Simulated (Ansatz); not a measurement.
# AgCl: one input, then a changed one

The structure comes from a relaxation in the same program, started in the zincblende type, and has space group F-43m. Whether it is a known phase or the ground state wasn't checked.

First run: DFT, PBE, all-electron LAPW, scalar-relativistic (Ansatz 0.2.0).

Command: `ansatz run input.yaml --threads 1 --pin off --max-ram 2048MiB --backend cpu --events-out ev --progress --plain --runs-dir out` The run took 31 s on 1 thread of Arm Neoverse V2, on a shared host, peak memory 0.33 GiB.

```yaml
crystal:
  lattice:
    - [0.0, 3.0295479172, 3.0295479172]
    - [3.0295479172, 0.0, 3.0295479172]
    - [3.0295479172, 3.0295479172, 0.0]
  atoms:
    - { symbol: Ag, position: [0.0, 0.0, 0.0] }
    - { symbol: Cl, position: [0.25, 0.25, 0.25] }
kpoints:
  mp_grid: { grid: [11, 11, 11] }
  band_path:
    path:
      - [0.0, 0.0, 0.0]
      - [-0.5, -0.5, 0.0]
      - [-0.375, -0.375, 0.25]
      - [-0.375, 0.0, 0.375]
      - [0.0, 0.0, 0.0]
      - [0.0, 0.0, 0.5]
      - [-0.5, -0.25, 0.25]
      - [-0.5, -0.5, 0.0]
    npoints: 14
scf:
  occupations: { method: fermi_dirac, width: 0.03 }
hamiltonian:
  xc: pbe
  pseudopotentials: { kind: all_electron, lapw: { basis_error: 0.001 } }
output:
  forces: true
  stress: true
  eigenvalues: true
  fatbands: true
  populations: true
  dos: { projected: true, de: 0.2, e_range: [-14, 8] }
```

Result: converged; pressure 0.01 GPa; gap on the k mesh 1.30 eV (the mesh can miss the band edges); 7 SCF iterations.

The input is then changed:

```diff
@@ -5,6 +5,6 @@
     - [3.0295479172, 3.0295479172, 0.0]
   atoms:
-    - { symbol: Ag, position: [0.0, 0.0, 0.0] }
-    - { symbol: Cl, position: [0.25, 0.25, 0.25] }
+    - { symbol: Ag, position: [0.0, 0.0, 0.0], spin: 1.0 }
+    - { symbol: Cl, position: [0.25, 0.25, 0.25], spin: -4.0 }
 kpoints:
   mp_grid: { grid: [11, 11, 11] }
@@ -29,6 +29,6 @@
   stress: true
   eigenvalues: true
-  fatbands: true
   populations: true
-  dos: { projected: true, de: 0.2, e_range: [-14, 8] }
+magnetization:
+  spin_polarized: true
```

Predict the outcome of the changed run.

It converged; pressure 0.01 GPa; moment 0.00 μB; 15 SCF iterations.
